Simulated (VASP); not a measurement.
GePt:

```
CELL_PARAMETERS angstrom
0.00000 2.45728 2.45728
2.45728 0.00000 2.45728
2.45728 2.45728 0.00000
ATOMIC_POSITIONS crystal
Ge 0.00000 0.00000 0.00000
Pt 0.75000 0.75000 0.75000
```

The cell was built by a generator and needn't be a form met in nature.

```yaml
Program: VASP 6.6.1
Task: relaxation of cell and atoms
Functional: PBE
Potentials_or_basis: VASP PAW PBE potentials, release 64 (Ge_d, Pt)
Cutoff: 520 eV
k_mesh: 7 × 7 × 7
Occupations: gaussian, width 0.15 eV
Spin: no spin polarisation
```

At the start: pressure 110.6 GPa; volume 14.84 Å³/atom.

Q: How do energy, volume and symmetry change on relaxing?

A: Over 12 steps the energy falls by 1735.8 meV/atom and the volume is 22.09 Å³/atom (+48.9 %); space group F-43m (No. 216, to 0.05 Å).

Step by step:
```csv
step,energy change (eV),largest force (eV/Å),pressure (GPa),volume (Å³)
1,0.0000,0.0000,110.55,29.68
2,1.1055,0.0000,-19.08,98.94
3,374.4050,0.0000,29.49,51.36
4,-1.1269,0.0000,-13.84,70.00
5,-1.8409,0.0000,-12.76,62.27
6,-2.8422,0.0000,-12.87,56.64
7,-3.0489,0.0000,-12.76,53.96
8,-3.1412,0.0000,-10.87,52.65
9,-3.1841,0.0000,-10.19,52.00
10,-3.4135,0.0000,7.83,41.77
11,-3.4722,0.0000,-0.87,44.48
12,-3.4717,0.0000,-0.18,44.19
```

Final structure:
```
Ge Pt
1.0
     0.00000    2.80603    2.80603
     2.80603    0.00000    2.80603
     2.80603    2.80603    0.00000
Ge Pt
1 1
Direct
  0.00000 0.00000 0.00000
  0.75000 0.75000 0.75000
```

Caveat: the volume moved by over 15 % at a fixed basis, so the end points are rough.
